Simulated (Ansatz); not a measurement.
An input for the plane-wave PAW code Ansatz:

```yaml
crystal:
  lattice:
    - [0.0, 3.3364986586, 3.3364986586]
    - [3.3364986586, 0.0, 3.3364986586]
    - [3.3364986586, 3.3364986586, 0.0]
  atoms:
    - { symbol: Hg, position: [0.0, 0.0, 0.0] }
    - { symbol: Te, position: [0.25, 0.25, 0.25] }
basis:
  ecutwfc: 420
  ecutrho_ratio: 4
kpoints:
  mp_grid: { grid: [10, 10, 10] }
hamiltonian:
  xc: pbe
scf:
  occupations: { method: gaussian, width: 0.05 }
output:
  forces: true
  stress: true
  eigenvalues: true
  populations: true
magnetization:
  noncollinear: true
  spin_orbit: true
```

Launched as:
```sh
ansatz run input.yaml --threads 4 --pin off --max-ram 7168MiB --backend cpu --events-out ev --progress --plain --runs-dir out
```

The start was a prototype's sites filled with these elements; the Crystallography Open Database holds the compound in this structure.

Before reading the output: what should come out?

Pressure -0.7 GPa, gap on the mesh zero (metallic) (PBE+SOC).

What the program printed, in part:

```
Pseudopotentials: kind: paw_fr
Pseudopotential: Hg, paw_fr, valence charge 20, recommended cutoff 420 eV (normal), Hg.paw.azcp#standard-fr
Pseudopotential: Te, paw_fr, valence charge 16, recommended cutoff 420 eV (normal), Te.paw.azcp#standard-fr
Crystal: 2 atoms, lattice volume = 74.285 Å³
Basis set: ecut = 420 eV, 1459 PW (Γ), exchange–correlation on 64×64×64 points (8 copies of the dense FFT grid, shifted against one another)
Bands: 44, of which v1, the nominal top of the filled ones, is band 36 counted from 1 (35 counted from 0)
Symmetry: 24 space group operations + 24 with time reversal
Magnetic group: BNS 216.75 (UNI 1577), of the structure as read, at distance tolerance 4.2e-5 Å
k-points: 47 of 1000 (time reversal used)
Projection manifold: j_resolved (fully-relativistic pseudo-atomic orbitals)
Initial density: superposition of atomic densities (chi_scale 0.1, normalization cell, long waves kept (reshape's long-wave potential 0.00 eV rms))
Initial wavefunctions: pseudopotential atomic-orbital guess
Functional: x = pbe(κ = 0.804, μ = 0.21951), c = pbe(β = 0.06672)
```

```
SCF iter   1: F=—  HF=-20837.195849 eV  |F-HF|=—  |Δ(HF+E_count)|=         —  Δρ=1.89e-2  dr2=3.50e-1  dr2_m=0.00e0 (ungated)  |M|=0.00e0 ∫|m|=0.00e0 μB
SCF iter   2: F=—  HF=-20837.123477 eV  |F-HF|=—  |Δ(HF+E_count)|=   7.24e-2  Δρ=1.05e-2  dr2=5.54e-2  dr2_m=0.00e0 (ungated)  |M|=0.00e0 ∫|m|=0.00e0 μB
SCF iter   3: F=—  HF=-20837.119053 eV  |F-HF|=—  |Δ(HF+E_count)|=   4.42e-3  Δρ=4.83e-3  dr2=9.79e-3  dr2_m=0.00e0 (ungated)  |M|=0.00e0 ∫|m|=0.00e0 μB
SCF iter   4: F=—  HF=-20837.119678 eV  |F-HF|=—  |Δ(HF+E_count)|=   6.25e-4  Δρ=6.46e-4  dr2=1.31e-4  dr2_m=0.00e0 (ungated)  |M|=0.00e0 ∫|m|=0.00e0 μB
SCF iter   5: F=—  HF=-20837.119702 eV  |F-HF|=—  |Δ(HF+E_count)|=   2.37e-5  Δρ=1.34e-4  dr2=8.49e-6  dr2_m=0.00e0 (ungated)  |M|=0.00e0 ∫|m|=0.00e0 μB
SCF iter   6: F=—  HF=-20837.119752 eV  |F-HF|=—  |Δ(HF+E_count)|=   5.04e-5  Δρ=4.09e-5  dr2=4.38e-7  dr2_m=0.00e0 (ungated)  |M|=0.00e0 ∫|m|=0.00e0 μB
SCF iter   7: F=-20837.119753 eV  HF=-20837.119753 eV  |F-HF|=4.26e-9  |Δ(HF+E_count)|=   5.33e-7  Δρ=4.25e-6  dr2=9.45e-9  dr2_m=0.00e0 (ungated)  |M|=0.00e0 ∫|m|=0.00e0 μB
```

```
SCF 1 converged in 7 iterations: F = -20837.119753 eV  dr2 = 9.45e-9
SCF converged after 7 iterations
Magnetization: |M| = 0.0000 μB,  M = (+0.0000, +0.0000, +0.0000) μB
Absolute magnetization: 0.0000 μB (∫|m|)
  site 0: m = (+0.0000, +0.0000, +0.0000) μB, |m| = 0.0000 μB  (R = 1.19 Å)
  site 1: m = (+0.0000, +0.0000, +0.0000) μB, |m| = 0.0000 μB  (R = 1.19 Å)
Free energy (F): -20837.119753 eV
E sigma→0 (E₀):  -20837.119717 eV
Entropy (-TS):   -0.000071 eV (-0.035 meV/atom)
Fermi energy:    7.529148 eV
--- Forces (eV/Å), atoms counted from 1 ---
  atom   1  Hg     0.00000000     0.00000000     0.00000000
  atom   2  Te     0.00000000     0.00000000     0.00000000
--- Stress (GPa, compression-positive) ---
       -0.651960       0.000000       0.000000
        0.000000      -0.651960       0.000000
        0.000000       0.000000      -0.651960
  P = ⅓ Tr σ = -0.6520 GPa (-6.520 kbar)
--- Löwdin populations: 2 sites ---
  site symbol       q [e]
     0     Hg     19.0708
     1     Te     16.6915
```

Cost: 8 s on 4 threads of Arm Neoverse V2, on a shared host, peak memory 0.73 GiB.
